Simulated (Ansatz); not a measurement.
# CdS (Greenockite): the cost of one run

Computed with Ansatz 0.2.0 (DFT, PBE, plane-wave PAW, default files, scalar-relativistic, frozen cores, unless a step's input says otherwise).

## Step 1: The system as given

The structure is hexagonal, space group P6_3mc (No. 186). Conventional cell: a = 4.150 Å, b = 4.150 Å, c = 6.737 Å, α = 90.00°, β = 90.00°, γ = 120.00°. Cd (site symmetry 3m) has 4 S at 2.53 to 2.54 Å as nearest neighbours. Around S (site symmetry 3m) lie 4 Cd at 2.53 to 2.54 Å.

Structure file:

```
CELL_PARAMETERS angstrom
4.15000 0.00000 0.00000
-2.07500 3.59401 0.00000
0.00000 0.00000 6.73700
ATOMIC_POSITIONS crystal
Cd 0.33333 0.66667 0.00000
Cd 0.66667 0.33333 0.50000
S 0.33333 0.66667 0.37500
S 0.66667 0.33333 0.87500
```

The earlier run gave: gap on the mesh 1.20 eV, largest force 0.068 eV/Å, pressure 2.1 GPa.

The printed gradients, by site:

```tsv
site	atoms	first shell	V_zz (10²¹ V/m²)	η	C_Q (MHz)
Cd	1, 2	4 S at 2.53–2.54 Å	-0.37	0.00	–
S	3, 4	4 Cd at 2.53–2.54 Å	0.11	0.00	-0.180 (³³S)
```

V_zz is the principal component of the electric field gradient with the largest magnitude, η = (V_xx − V_yy)/V_zz and C_Q = eQV_zz/h. Nuclear quadrupole moments: year-2017 set (Pyykkö). A dash under C_Q marks elements without a common quadrupolar isotope.

## Step 2: Z stretched by -2 %, ions relaxed

Input file input.yaml:

```yaml
crystal:
  lattice:
    - [4.15, 0.0, 0.0]
    - [-2.075, 3.5940054257, 0.0]
    - [0.0, 0.0, 6.60226]
  atoms:
    - { symbol: Cd, position: [0.3333333333, 0.6666666667, -0.0010297073] }
    - { symbol: Cd, position: [0.6666666667, 0.3333333333, 0.4989702927] }
    - { symbol: S, position: [0.3333333333, 0.6666666667, 0.3760297073] }
    - { symbol: S, position: [0.6666666667, 0.3333333333, 0.8760297073] }
kpoints:
  mp_grid: { grid: [12, 12, 7] }
scf:
  occupations: { method: fermi_dirac, width: 0.02 }
hamiltonian:
  xc: pbe
  pseudopotentials: { kind: paw, frozen_core: stored }
output:
  forces: true
  stress: true
  populations: true
  efg: { quadrupole_moments_barn: { S: -0.0694 } }
relax:
  f_tol: 0.02
  max_steps: 60
```

Run with:

```bash
$ ansatz run input.yaml --threads 1 --pin off --max-ram 3072MiB --backend cpu --events-out ev --progress --plain --runs-dir out
```

Q: Estimate wall time and peak memory on 1 thread of Intel Xeon at 2.50GHz (Skylake/Cascade Lake), shared host.

About 88 s, with a peak of 0.53 GiB.
